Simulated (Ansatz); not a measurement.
# PbO (CsCl type): a single-point run

Wanted: a converged single-point run for PbO (CsCl type), and a check of what comes out. The structure is shown as the input types it.

Computed with Ansatz 0.2.0 (DFT, PBE, PAW with Ansatz's default frozen-core files, scalar-relativistic, unless a step's input says otherwise).

1 further run of the same task is left out (it didn't finish). Runs told in other sessions of the task aren't counted.

**1. The structure to begin with**

It takes space group Pm-3m (No. 221, cubic). Conventional cell: a = 1.658 Å, b = 1.658 Å, c = 1.658 Å, α = 90.00°, β = 90.00°, γ = 90.00°. Pb (site symmetry m-3m) is surrounded by 8 O at 1.44 Å. O (site symmetry m-3m) is surrounded by 8 Pb at 1.44 Å.

As a file:

```
CELL_PARAMETERS angstrom
1.65803 0.00000 0.00000
0.00000 1.65803 0.00000
0.00000 0.00000 1.65803
ATOMIC_POSITIONS crystal
Pb 0.00000 0.00000 0.00000
O 0.50000 0.50000 0.50000
```

**2. The calculation**

Contents of input.yaml:

```yaml
crystal:
  lattice:
    - [1.65802669, 0.0, 0.0]
    - [0.0, 1.65802669, 0.0]
    - [0.0, 0.0, 1.65802669]
  atoms:
    - { symbol: Pb, position: [0.0, 0.0, 0.0] }
    - { symbol: O, position: [0.5, 0.5, 0.5] }
kpoints:
  mp_grid: { grid: [13, 13, 13] }
  band_path:
    path:
      - [0.0, 0.0, 0.0]
      - [0.0, 0.5, 0.0]
      - [0.5, 0.5, 0.0]
      - [0.0, 0.0, 0.0]
      - [0.5, 0.5, 0.5]
      - [0.0, 0.5, 0.0]
      - [0.5, 0.5, 0.5]
      - [0.5, 0.5, 0.0]
    npoints: 8
scf:
  occupations: { method: fermi_dirac, width: 0.05 }
  max_iter: 50
hamiltonian:
  xc: pbe
  pseudopotentials: { kind: paw }
output:
  forces: true
  stress: true
  eigenvalues: true
  populations: true
```

On the command line:

```sh
> ansatz run input.yaml --threads 1 --pin off --max-ram 2048MiB --backend cpu --events-out ev --progress --plain --runs-dir out
```

**Question.** How will this run end, and is anything wrong with its input?

The run converged and reported no error. It gives a pressure of 12345 GPa, which is large; a structure far from rest gives such values too, whatever the setting.

The structure is shrunk by the factor 0.529 between bohr and ångström. The shortest distance in the input is 1.44 Å, between atoms 1 (Pb) and 2 (O).

Fix: remove the wrong conversion.
